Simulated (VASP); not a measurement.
## TiTe2: band structure with LDA

The system is TiTe2.

```
CELL_PARAMETERS angstrom
3.69612 0.00000 0.00000
-1.84806 3.20093 0.00000
0.00000 0.00000 6.37296
ATOMIC_POSITIONS crystal
Ti 0.00000 0.00000 0.00000
Te 0.66667 0.33333 0.27166
Te 0.33333 0.66667 0.72834
```

```yaml
Program: VASP 6.6.1
Task: band structure
Functional: LDA
Potentials_or_basis: VASP PAW LDA potentials, release 64 (Ti_sv, Te)
Cutoff: 520 eV
k_mesh: 12 × 12 × 6
Occupations: methfessel-paxton, width 0.1 eV
Spin: no spin polarisation
Further_INCAR_settings: ALGO = Normal; EDIFF = 1e-07
```

The pressure is -2.0 GPa. The largest force is 0.296 eV/Å and the band gap along the path is none (metal or under the smearing width).

Forces on the atoms (eV/Å):
```
Ti   0.000  0.000  0.000
Te   0.000  0.000 -0.296
Te   0.000  0.000  0.296
```

Stress tensor (GPa, compression positive):
```
-1.86  0.00  0.00
 0.00 -1.86  0.00
 0.00  0.00 -2.31
```

Levels at the corners of the path, in eV from the Fermi level:
| point | band 10 | band 11 | band 12 | band 13 | band 14 | band 15 |
| --- | --- | --- | --- | --- | --- | --- |
| Γ | 0.21 | 0.42 | 0.42 | 0.75 | 1.29 | 1.29 |
| M | -2.52 | -1.70 | -1.15 | -0.06 | 1.25 | 1.59 |
| M | -2.52 | -1.70 | -1.15 | -0.06 | 1.25 | 1.59 |
| K | -2.44 | -2.44 | -2.44 | 1.07 | 1.53 | 1.53 |
| K | -2.44 | -2.44 | -2.44 | 1.07 | 1.53 | 1.53 |
| Γ | 0.21 | 0.42 | 0.42 | 0.75 | 1.29 | 1.29 |
| Γ | 0.21 | 0.42 | 0.42 | 0.75 | 1.29 | 1.29 |
| A | -1.50 | 0.41 | 0.41 | 0.85 | 0.85 | 1.06 |
| A | -1.50 | 0.41 | 0.41 | 0.85 | 0.85 | 1.06 |
| L | -2.08 | -0.88 | -0.43 | -0.42 | 1.24 | 1.58 |
| L | -2.08 | -0.88 | -0.43 | -0.42 | 1.24 | 1.58 |
| H | -3.56 | -1.74 | -1.74 | 0.95 | 0.95 | 1.08 |
| H | -3.56 | -1.74 | -1.74 | 0.95 | 0.95 | 1.08 |
| A | -1.50 | 0.41 | 0.41 | 0.85 | 0.85 | 1.06 |
| L | -2.08 | -0.88 | -0.43 | -0.42 | 1.24 | 1.58 |
| M | -2.52 | -1.70 | -1.15 | -0.06 | 1.25 | 1.59 |
| K | -2.44 | -2.44 | -2.44 | 1.07 | 1.53 | 1.53 |
| H | -3.56 | -1.74 | -1.74 | 0.95 | 0.95 | 1.08 |

Wall time 84 s on 4 MPI ranks on AMD EPYC 7R13 Processor (Zen 3), on a shared host, peak memory 0.29 GiB a rank.

Caveat: spin-orbit coupling is left out, which moves the levels of the heavy elements.
